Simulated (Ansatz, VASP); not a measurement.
# TlCl: VASP beside Ansatz

INCAR

```
SYSTEM = TlCl
ALGO = Normal
EDIFF = 1E-6
ENCUT = 520
GGA = PE
ISIF = 2
ISMEAR = 1
LASPH = .True.
LCHARG = .False.
LREAL = .False.
LWAVE = .False.
NBANDS = 17
NELM = 80
PREC = Accurate
SIGMA = 0.0164
```

KPOINTS

```
k-points
0
Gamma
  5 5 5
  0 0 0
```

POSCAR

```
TlCl
1.0
    3.8947420000      0.0000000000      0.0000000000
    0.0000000000      3.8947420000      0.0000000000
    0.0000000000      0.0000000000      3.8947420000
Tl Cl
1 1
Direct
    0.0000000000      0.0000000000      0.0000000000
    0.5000000000      0.5000000000      0.5000000000
```

Input for Ansatz:

```yaml
crystal:
  lattice:
    - [3.894742, 0.0, 0.0]
    - [0.0, 3.894742, 0.0]
    - [0.0, 0.0, 3.894742]
  atoms:
    - { symbol: Tl, position: [0.0, 0.0, 0.0] }
    - { symbol: Cl, position: [0.5, 0.5, 0.5] }
  symmetry: { tolerance: 0.0003 }
kpoints:
  mp_grid: { grid: [5, 5, 5], shift: [0, 0, 0] }
magnetization:
  spin_polarized: false
scf:
  occupations: { method: cold, width: 0.0164 }
  eigensolver: { kind: davidson }
hamiltonian:
  pseudopotentials: { kind: paw }
  xc: pbe
basis:
  ecutwfc: 420
output:
  forces: true
  stress: true
  eigenvalues: true
  write_density: true
  write_potential: true
  elf: true
  volumetric_format: npy
```

Alike in both runs: task single point; functional PBE; k mesh 5 × 5 × 5; no spin polarisation.

```csv
,VASP,Ansatz
version,VASP 6.6.1,Ansatz 0.2.0
potentials or method,"VASP PAW PBE potentials, release 64 (Tl_d, Cl)",PAW plane waves
plane-wave cutoff (eV),520,420
occupations,"methfessel-paxton of order 1, width 0.0164 eV","cold, width 0.0164 eV"
valence electrons in the cell,20,20
```

|  | VASP | Ansatz | Ansatz less VASP |
| --- | --- | --- | --- |
| gap on the k mesh at the Fermi level (eV) | 2.94 | 2.93 | -0.005 |
| pressure (GPa) | 0.0 | 0.1 | +0.08 |

Caveats: spin-orbit coupling is left out, which as a rule narrows the gap of such compounds by several tenths of an eV; an odd mesh through Γ misses points on the zone boundary, where band edges often lie. A hybrid or GW would open this gap; PBE tends to underestimate it.
